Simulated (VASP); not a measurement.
Wanted: the native input for a VASP 6.6.1 run.

- Task: relaxation of cell and atoms
- Functional: PBE
- Potentials or basis: VASP PAW PBE potentials, release 64 (N, B)
- Cutoff: 600 eV
- k mesh: 12 × 12 × 12
- Occupations: fermi-dirac, width 0.05 eV
- Spin: no spin polarisation
- Further INCAR settings: ALGO = Normal; EDIFF = 1e-06; IBRION = 2; EDIFFG = -0.01; NSW = 60; ISIF = 3

The structure of BN lies in POSCAR:

```
BN
1.0
    1.2511217832      0.7223354983      3.3729344033
   -1.2511217832      0.7223354983      3.3729344033
    0.0000000000     -1.4446709966      3.3729344033
N B
1 1
Direct
    0.6672382000      0.6672382000      0.6672382000
    0.0003288000      0.0003288000      0.0003288000
```

The cell is a database's computed one.

The input as run:

INCAR

```
SYSTEM = BN
PREC = Accurate
ENCUT = 600
EDIFF = 1E-6
ISMEAR = -1
SIGMA = 0.05
LREAL = .FALSE.
LASPH = .TRUE.
NELM = 60
ALGO = Normal
ISIF = 3
LWAVE = .FALSE.
LCHARG = .FALSE.
GGA = PE
IBRION = 2
NSW = 60
EDIFFG = -0.01
```

KPOINTS

```
regular mesh
0
G
  12 12 12
  0 0 0
```

Potentials or basis: VASP PAW PBE potentials, release 64 (N, B).

The run is started by

```bash
$ cat potpaw_PBE.64/N/POTCAR potpaw_PBE.64/B/POTCAR > POTCAR
$ mpirun -np 1 vasp_std > vasp.out
```

It gave:

The relaxed volume is 10.56 Å³/atom and the relaxed cell is a = 4.125 Å, b = 4.125 Å, c = 4.125 Å, α = 35.46°, β = 35.46°, γ = 35.46°. The space group after relaxing (to 0.05 Å) is R3m (No. 160). The energy gained by relaxing is 8.2 meV/atom, the ionic steps are 10 and the pressure after relaxing is -0.1 GPa. The largest force after relaxing is 0.008 eV/Å and the band gap on the k mesh is 4.48 eV, indirect (least direct gap 4.66 eV).

Caveat: the volume moved by over 15 % at a fixed basis, so the end points are rough.

It took 5.5 min on 1 thread of Intel(R) Xeon(R) Platinum 8259CL CPU @ 2.50GHz (Skylake/Cascade Lake), on a shared host, peak memory 0.18 GiB.
